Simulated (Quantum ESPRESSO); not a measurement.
# CuO (P-1) in Quantum ESPRESSO: reference runs

Reference runs on CuO: the cell as given and a disturbed copy.

Program: Quantum ESPRESSO 7.5. These are calculated values, not measurements. Logs are shortened: lines on timing, memory, paths and dates and some standing lists are left out, and cuts for length are marked.

## (1) Starting point

The typed cell holds 4 atoms: a = 2.880 Å, b = 2.880 Å, c = 5.176 Å, α = 89.81°, β = 89.81°, γ = 89.22°.

The cell comes from a database or a generator and needn't be the stable form of this composition.

## (2) Single point, PBEsol

Contents of pw.in:

```
&CONTROL
  calculation = 'scf'
  prefix = 'pwscf'
  outdir = './tmp'
  pseudo_dir = './pseudo'
  tprnfor = .true.
  tstress = .true.
  disk_io = 'low'
/
&SYSTEM
  ibrav = 0
  celldm(1) = 8
  nat = 4
  ntyp = 2
  ecutwfc = 56
  ecutrho = 448
  nbnd = 34
  occupations = 'smearing'
  smearing = 'fd'
  degauss = 0.00367493
/
&ELECTRONS
  conv_thr = 8d-10
  electron_maxstep = 120
  mixing_beta = 0.5
/
ATOMIC_SPECIES
Cu    63.5460 cu_pbesol_v1.2.uspp.F.UPF
O     15.9990 o_pbesol_v1.2.uspp.F.UPF
CELL_PARAMETERS alat
  0.6801835246709   0.0000000000000   0.0000000000000
  0.0092296014442   0.6801312065874   0.0000000000000
  0.0041326860689   0.0040735174448   1.2227329268788
ATOMIC_POSITIONS crystal
Cu     0.0000000000    0.5000000000    0.0000000000
Cu     0.5000000000    0.0000000000    0.5000000000
O      0.9984239700    0.0016717800    0.7498871000
O      0.0015760300    0.9983282200    0.2501129000
K_POINTS automatic
9 9 5 0 0 0
```

Contents of pp_density.in:

```
&INPUTPP
  prefix = 'pwscf'
  outdir = './tmp'
  filplot = 'density.dat'
  plot_num = 0
/
&PLOT
  nfile = 1
  filepp(1) = 'density.dat'
  iflag = 3
  output_format = 6
  fileout = 'density.cube'
/
```

Contents of pp_potential.in:

```
&INPUTPP
  prefix = 'pwscf'
  outdir = './tmp'
  filplot = 'potential.dat'
  plot_num = 11
/
&PLOT
  nfile = 1
  filepp(1) = 'potential.dat'
  iflag = 3
  output_format = 6
  fileout = 'potential.cube'
/
```

Potentials or basis: GBRV 1.5 PBEsol.

The run is started by

```sh
$ OMP_NUM_THREADS=1 mpirun -n 2 pw.x -nk 2 -in pw.in > pw.out
$ OMP_NUM_THREADS=1 mpirun -n 1 pp.x -in pp_density.in > pp_density.out
$ OMP_NUM_THREADS=1 mpirun -n 1 pp.x -in pp_potential.in > pp_potential.out
```

pw.out:

```text
This program is part of the open-source Quantum ESPRESSO suite
     for quantum simulation of materials; please cite
[... 13 lines left out ...]
     --------------------
     sticks:   dense  smooth     PW     G-vecs:    dense   smooth      PW
     Sum        1063     525    161                46397    16359    2755

     Using Slab Decomposition

     bravais-lattice index     =            0
     lattice parameter (alat)  =       8.0000  a.u.
     unit-cell volume          =     289.6146 (a.u.)^3
     number of atoms/cell      =            4
     number of atomic types    =            2
     number of electrons       =        50.00
     number of Kohn-Sham states=           34
     kinetic-energy cutoff     =      56.0000  Ry
     charge density cutoff     =     448.0000  Ry
     scf convergence threshold =      8.0E-10
     mixing beta               =       0.5000
     number of iterations used =            8  plain     mixing
     Exchange-correlation= SLA  PW   PSX  PSC
                           (   1   4  10   8   0   0   0)

     celldm(1)=   8.000000  celldm(2)=   0.000000  celldm(3)=   0.000000
     celldm(4)=   0.000000  celldm(5)=   0.000000  celldm(6)=   0.000000

     crystal axes: (cart. coord. in units of alat)
               a(1) = (   0.680184   0.000000   0.000000 )
               a(2) = (   0.009230   0.680131   0.000000 )
               a(3) = (   0.004133   0.004074   1.222733 )

     reciprocal axes: (cart. coord. in units 2 pi/alat)
               b(1) = (  1.470191 -0.019951 -0.004903 )
               b(2) = (  0.000000  1.470305 -0.004898 )
               b(3) = (  0.000000  0.000000  0.817840 )

     PseudoPot. # 1 for Cu read from file:
     cu_pbesol_v1.2.uspp.F.UPF
     Pseudo is Ultrasoft + core correction, Zval = 19.0
     Generated by new atomic code, or converted to UPF format
     Using radial grid of  867 points,  6 beta functions with:
                l(1) =   0
                l(2) =   0
                l(3) =   1
                l(4) =   1
                l(5) =   2
                l(6) =   2
     Q(r) pseudized with  8 coefficients,  rinner =    1.150   1.150   1.150
                                                       1.150   1.150

     PseudoPot. # 2 for O  read from file:
     o_pbesol_v1.2.uspp.F.UPF
     Pseudo is Ultrasoft + core correction, Zval =  6.0
     Generated by new atomic code, or converted to UPF format
     Using radial grid of  737 points,  5 beta functions with:
                l(1) =   0
                l(2) =   0
                l(3) =   1
                l(4) =   1
                l(5) =   2
     Q(r) pseudized with  8 coefficients,  rinner =    0.900   0.900   0.900
                                                       0.900   0.900

     atomic species   valence    mass     pseudopotential
     Cu               19.00    63.54600     Cu( 1.00)
     O                 6.00    15.99900     O ( 1.00)

      2 Sym. Ops., with inversion, found

   Cartesian axes

     site n.     atom                  positions (alat units)
         1        Cu     tau(   1) = (   0.0046148   0.3400656   0.0000000  )
         2        Cu     tau(   2) = (   0.3421581   0.0020368   0.6113665  )
         3        O      tau(   3) = (   0.6822260   0.0041917   0.9169116  )
         4        O      tau(   4) = (   0.0113198   0.6800130   0.3058213  )

     number of k points=   203  Fermi-Dirac smearing, width (Ry)=  0.0037

     Number of k-points >= 100: set verbosity='high' to print them.

     Dense  grid:    46397 G-vectors     FFT dimensions: (  40,  40,  72)

     Smooth grid:    16359 G-vectors     FFT dimensions: (  25,  25,  48)

     Check: negative core charge=   -0.000002

     Initial potential from superposition of free atoms

     starting charge      48.0000, renormalised to      50.0000
     Starting wfcs are   34 randomized atomic wfcs

     Self-consistent Calculation

     iteration #  1     ecut=    56.00 Ry     beta= 0.50
     Davidson diagonalization with overlap
     ethr =  1.00E-02,  avg # of iterations =  4.4

     total energy              =    -868.35324456 Ry
     estimated scf accuracy    <       5.53439268 Ry

     iteration #  2     ecut=    56.00 Ry     beta= 0.50
     Davidson diagonalization with overlap
     ethr =  1.00E-02,  avg # of iterations =  3.0

     total energy              =    -870.38282284 Ry
     estimated scf accuracy    <      10.10219212 Ry

     iteration #  3     ecut=    56.00 Ry     beta= 0.50
     Davidson diagonalization with overlap
     ethr =  1.00E-02,  avg # of iterations =  2.0

     total energy              =    -871.32784109 Ry
     estimated scf accuracy    <       0.47165856 Ry

     iteration #  4     ecut=    56.00 Ry     beta= 0.50
     Davidson diagonalization with overlap
     ethr =  9.43E-04,  avg # of iterations =  2.1

     total energy              =    -871.37304234 Ry
     estimated scf accuracy    <       0.06169520 Ry

     iteration #  5     ecut=    56.00 Ry     beta= 0.50
     Davidson diagonalization with overlap
     ethr =  1.23E-04,  avg # of iterations =  2.2

     total energy              =    -871.36959003 Ry
     estimated scf accuracy    <       0.03650802 Ry

     iteration #  6     ecut=    56.00 Ry     beta= 0.50
     Davidson diagonalization with overlap
     ethr =  7.30E-05,  avg # of iterations =  1.5

     total energy              =    -871.36845876 Ry
     estimated scf accuracy    <       0.01442060 Ry

     iteration #  7     ecut=    56.00 Ry     beta= 0.50
     Davidson diagonalization with overlap
     ethr =  2.88E-05,  avg # of iterations =  2.1

     total energy              =    -871.36731896 Ry
     estimated scf accuracy    <       0.00729574 Ry

     iteration #  8     ecut=    56.00 Ry     beta= 0.50
     Davidson diagonalization with overlap
     ethr =  1.46E-05,  avg # of iterations =  2.4

     total energy              =    -871.36788569 Ry
     estimated scf accuracy    <       0.00036056 Ry

     iteration #  9     ecut=    56.00 Ry     beta= 0.50
     Davidson diagonalization with overlap
     ethr =  7.21E-07,  avg # of iterations =  3.9

     total energy              =    -871.36800871 Ry
     estimated scf accuracy    <       0.00109505 Ry

     iteration # 10     ecut=    56.00 Ry     beta= 0.50
     Davidson diagonalization with overlap
     ethr =  7.21E-07,  avg # of iterations =  1.7

     total energy              =    -871.36800503 Ry
     estimated scf accuracy    <       0.00021761 Ry

     iteration # 11     ecut=    56.00 Ry     beta= 0.50
     Davidson diagonalization with overlap
     ethr =  4.35E-07,  avg # of iterations =  2.0

     total energy              =    -871.36802058 Ry
     estimated scf accuracy    <       0.00001746 Ry

     iteration # 12     ecut=    56.00 Ry     beta= 0.50
     Davidson diagonalization with overlap
     ethr =  3.49E-08,  avg # of iterations =  2.1

     total energy              =    -871.36802296 Ry
     estimated scf accuracy    <       0.00000146 Ry

     iteration # 13     ecut=    56.00 Ry     beta= 0.50
     Davidson diagonalization with overlap
     ethr =  2.92E-09,  avg # of iterations =  2.3

     total energy              =    -871.36802304 Ry
     estimated scf accuracy    <       0.00000027 Ry

     iteration # 14     ecut=    56.00 Ry     beta= 0.50
     Davidson diagonalization with overlap
     ethr =  5.34E-10,  avg # of iterations =  2.0

     total energy              =    -871.36802308 Ry
     estimated scf accuracy    <          5.5E-09 Ry

     iteration # 15     ecut=    56.00 Ry     beta= 0.50
     Davidson diagonalization with overlap
     ethr =  1.09E-11,  avg # of iterations =  3.2

     End of self-consistent calculation

     Number of k-points >= 100: set verbosity='high' to print the bands.

     the Fermi energy is    10.9151 ev

!    total energy              =    -871.36802308 Ry
     estimated scf accuracy    <          7.4E-10 Ry
     smearing contrib. (-TS)   =      -0.00141248 Ry
     internal energy E=F+TS    =    -871.36661060 Ry

     The total energy is F=E-TS. E is the sum of the following terms:
     one-electron contribution =    -646.95458637 Ry
     hartree contribution      =     348.40234090 Ry
     xc contribution           =     -90.97943495 Ry
     ewald contribution        =    -481.83493019 Ry

     convergence has been achieved in  15 iterations

     Forces acting on atoms (cartesian axes, Ry/au):

     atom    1 type  1   force =     0.00000000    0.00000000    0.00000000
     atom    2 type  1   force =     0.00000000    0.00000000    0.00000000
     atom    3 type  2   force =     0.00018896   -0.00024720    0.00037136
     atom    4 type  2   force =    -0.00018896    0.00024720   -0.00037136

     Total force =     0.000685     Total SCF correction =     0.000012

     Computing stress (Cartesian axis) and pressure

          total   stress  (Ry/bohr**3)                   (kbar)     P=      -13.82
  -0.00001414  -0.00000567  -0.00000070           -2.08       -0.83       -0.10
  -0.00000567  -0.00001701   0.00000016           -0.83       -2.50        0.02
  -0.00000070   0.00000016  -0.00025076           -0.10        0.02      -36.89

=------------------------------------------------------------------------------=
   JOB DONE.
=------------------------------------------------------------------------------=
```

Wall time 2.7 min (2 MPI ranks of Intel Xeon Platinum 8488C (Sapphire Rapids), shared host); peak memory 0.5 GiB.

Results:

* Free energy: -11855.5659 eV
* Pressure: -1.4 GPa
* Largest force: 0.012 eV/Å
* Band gap on the k mesh: none (metal or under the smearing width)

Forces in eV/Å, atoms in the order of the input:
```
Cu   0.000  0.000  0.000
Cu   0.000  0.000  0.000
O    0.005 -0.006  0.010
O   -0.005  0.006 -0.010
```

Caveat: the run has no spin polarisation, though such a crystal can be magnetic; semilocal functionals often make such compounds metallic where correlation or magnetic order opens a gap, which also shifts bond lengths.

## (3) Single point, PBEsol (atoms moved at random, drawn with an rms of 0.05 Å)

Contents of pw.in:

```
&CONTROL
  calculation = 'scf'
  prefix = 'pwscf'
  outdir = './tmp'
  pseudo_dir = './pseudo'
  tprnfor = .true.
  tstress = .true.
  disk_io = 'nowf'
/
&SYSTEM
  ibrav = 0
  nat = 4
  ntyp = 2
  ecutwfc = 56
  ecutrho = 448
  nbnd = 34
  occupations = 'smearing'
  smearing = 'fd'
  degauss = 0.00367493
/
&ELECTRONS
  conv_thr = 8d-10
  electron_maxstep = 120
  mixing_beta = 0.5
/
ATOMIC_SPECIES
Cu    63.5460 cu_pbesol_v1.2.uspp.F.UPF
O     15.9990 o_pbesol_v1.2.uspp.F.UPF
CELL_PARAMETERS angstrom
   2.8795009639    0.0000000000    0.0000000000
   0.0390727580    2.8792794796    0.0000000000
   0.0174953863    0.0172449008    5.1763391994
ATOMIC_POSITIONS crystal
Cu    -0.0130100000    0.5065550000   -0.0001290000
Cu     0.4863870000    0.0009910000    0.5025370000
O      0.9959260000   -0.0093790000    0.7470280000
O      0.0000390000    0.9917150000    0.2500130000
K_POINTS automatic
9 9 5 0 0 0
```

Potentials or basis: GBRV 1.5 PBEsol.

The run is started by

```sh
$ OMP_NUM_THREADS=1 mpirun -n 2 pw.x -nk 2 -in pw.in > pw.out
```

pw.out:

```text
This program is part of the open-source Quantum ESPRESSO suite
     for quantum simulation of materials; please cite
[... 10 lines left out ...]
     --------------------
     sticks:   dense  smooth     PW     G-vecs:    dense   smooth      PW
     Sum        1063     525    161                46397    16359    2755

     Using Slab Decomposition

     bravais-lattice index     =            0
     lattice parameter (alat)  =       5.4415  a.u.
     unit-cell volume          =     289.6146 (a.u.)^3
     number of atoms/cell      =            4
     number of atomic types    =            2
     number of electrons       =        50.00
     number of Kohn-Sham states=           34
     kinetic-energy cutoff     =      56.0000  Ry
     charge density cutoff     =     448.0000  Ry
     scf convergence threshold =      8.0E-10
     mixing beta               =       0.5000
     number of iterations used =            8  plain     mixing
     Exchange-correlation= SLA  PW   PSX  PSC
                           (   1   4  10   8   0   0   0)

     celldm(1)=   5.441468  celldm(2)=   0.000000  celldm(3)=   0.000000
     celldm(4)=   0.000000  celldm(5)=   0.000000  celldm(6)=   0.000000

     crystal axes: (cart. coord. in units of alat)
               a(1) = (   1.000000   0.000000   0.000000 )
               a(2) = (   0.013569   0.999923   0.000000 )
               a(3) = (   0.006076   0.005989   1.797651 )

     reciprocal axes: (cart. coord. in units 2 pi/alat)
               b(1) = (  1.000000 -0.013570 -0.003335 )
               b(2) = (  0.000000  1.000077 -0.003332 )
               b(3) = (  0.000000  0.000000  0.556281 )

     PseudoPot. # 1 for Cu read from file:
     cu_pbesol_v1.2.uspp.F.UPF
     Pseudo is Ultrasoft + core correction, Zval = 19.0
     Generated by new atomic code, or converted to UPF format
     Using radial grid of  867 points,  6 beta functions with:
                l(1) =   0
                l(2) =   0
                l(3) =   1
                l(4) =   1
                l(5) =   2
                l(6) =   2
     Q(r) pseudized with  8 coefficients,  rinner =    1.150   1.150   1.150
                                                       1.150   1.150

     PseudoPot. # 2 for O  read from file:
     o_pbesol_v1.2.uspp.F.UPF
     Pseudo is Ultrasoft + core correction, Zval =  6.0
     Generated by new atomic code, or converted to UPF format
     Using radial grid of  737 points,  5 beta functions with:
                l(1) =   0
                l(2) =   0
                l(3) =   1
                l(4) =   1
                l(5) =   2
     Q(r) pseudized with  8 coefficients,  rinner =    0.900   0.900   0.900
                                                       0.900   0.900

     atomic species   valence    mass     pseudopotential
     Cu               19.00    63.54600     Cu( 1.00)
     O                 6.00    15.99900     O ( 1.00)

     No symmetry found

   Cartesian axes

     site n.     atom                  positions (alat units)
         1        Cu     tau(   1) = (  -0.0061372   0.5065153  -0.0002319  )
         2        Cu     tau(   2) = (   0.4894538   0.0040005   0.9033864  )
         3        O      tau(   3) = (   1.0003376  -0.0049044   1.3428960  )
         4        O      tau(   4) = (   0.0150149   0.9931360   0.4494362  )

     number of k points=   203  Fermi-Dirac smearing, width (Ry)=  0.0037

     Number of k-points >= 100: set verbosity='high' to print them.

     Dense  grid:    46397 G-vectors     FFT dimensions: (  40,  40,  72)

     Smooth grid:    16359 G-vectors     FFT dimensions: (  25,  25,  48)

     Check: negative core charge=   -0.000002

     Initial potential from superposition of free atoms

     starting charge      48.0000, renormalised to      50.0000
     Starting wfcs are   34 randomized atomic wfcs

     Self-consistent Calculation

     iteration #  1     ecut=    56.00 Ry     beta= 0.50
     Davidson diagonalization with overlap
     ethr =  1.00E-02,  avg # of iterations =  4.5

     total energy              =    -868.34326905 Ry
     estimated scf accuracy    <       5.54642147 Ry

     iteration #  2     ecut=    56.00 Ry     beta= 0.50
     Davidson diagonalization with overlap
     ethr =  1.00E-02,  avg # of iterations =  3.0

     total energy              =    -870.36818910 Ry
     estimated scf accuracy    <      10.17463044 Ry

     iteration #  3     ecut=    56.00 Ry     beta= 0.50
     Davidson diagonalization with overlap
     ethr =  1.00E-02,  avg # of iterations =  2.0

     total energy              =    -871.32797295 Ry
     estimated scf accuracy    <       0.50955329 Ry

     iteration #  4     ecut=    56.00 Ry     beta= 0.50
     Davidson diagonalization with overlap
     ethr =  1.02E-03,  avg # of iterations =  2.1

     total energy              =    -871.36246555 Ry
     estimated scf accuracy    <       0.16007571 Ry

     iteration #  5     ecut=    56.00 Ry     beta= 0.50
     Davidson diagonalization with overlap
     ethr =  3.20E-04,  avg # of iterations =  1.4
[... 43 lines left out ...]
     total energy              =    -871.36573736 Ry
     estimated scf accuracy    <       0.00000047 Ry

     iteration # 12     ecut=    56.00 Ry     beta= 0.50
     Davidson diagonalization with overlap
     ethr =  9.44E-10,  avg # of iterations =  2.5

     total energy              =    -871.36573742 Ry
     estimated scf accuracy    <       0.00000005 Ry

     iteration # 13     ecut=    56.00 Ry     beta= 0.50
     Davidson diagonalization with overlap
     ethr =  1.00E-10,  avg # of iterations =  2.6

     total energy              =    -871.36573744 Ry
     estimated scf accuracy    <       0.00000001 Ry

     iteration # 14     ecut=    56.00 Ry     beta= 0.50
     Davidson diagonalization with overlap
     ethr =  2.67E-11,  avg # of iterations =  1.7

     End of self-consistent calculation

     Number of k-points >= 100: set verbosity='high' to print the bands.

     the Fermi energy is    10.9095 ev

!    total energy              =    -871.36573744 Ry
     estimated scf accuracy    <          4.1E-10 Ry
     smearing contrib. (-TS)   =      -0.00142221 Ry
     internal energy E=F+TS    =    -871.36431523 Ry

     The total energy is F=E-TS. E is the sum of the following terms:
     one-electron contribution =    -647.11324562 Ry
     hartree contribution      =     348.47761303 Ry
     xc contribution           =     -90.98186643 Ry
     ewald contribution        =    -481.74681620 Ry

     convergence has been achieved in  14 iterations

     Forces acting on atoms (cartesian axes, Ry/au):

     atom    1 type  1   force =     0.00501123   -0.02522582   -0.00042216
     atom    2 type  1   force =     0.02027471   -0.00461300   -0.01233853
     atom    3 type  2   force =    -0.01299903    0.01556083    0.01092571
     atom    4 type  2   force =    -0.01228691    0.01427799    0.00183498

     Total force =     0.046205     Total SCF correction =     0.000027

     Computing stress (Cartesian axis) and pressure

          total   stress  (Ry/bohr**3)                   (kbar)     P=      -10.85
   0.00001493   0.00000292  -0.00000799            2.20        0.43       -1.17
   0.00000292  -0.00002102  -0.00001489            0.43       -3.09       -2.19
  -0.00000799  -0.00001489  -0.00021511           -1.17       -2.19      -31.64

=------------------------------------------------------------------------------=
   JOB DONE.
=------------------------------------------------------------------------------=
```

It took 2.5 min on 2 MPI ranks of Intel Xeon Platinum 8488C (Sapphire Rapids), shared host; peak memory 0.5 GiB.

Results:

```
Free energy            : -11855.5348 eV
Pressure               : -1.1 GPa
Largest force          : 0.661 eV/Å
Band gap on the k mesh : none (metal or under the smearing width)
```

Forces in eV/Å, atoms in the order of the input:
```
Cu   0.129 -0.649 -0.011
Cu   0.521 -0.119 -0.317
O   -0.334  0.400  0.281
O   -0.316  0.367  0.047
```

Caveat: the run has no spin polarisation, though such a crystal can be magnetic; semilocal functionals often make such compounds metallic where correlation or magnetic order opens a gap, which also shifts bond lengths.
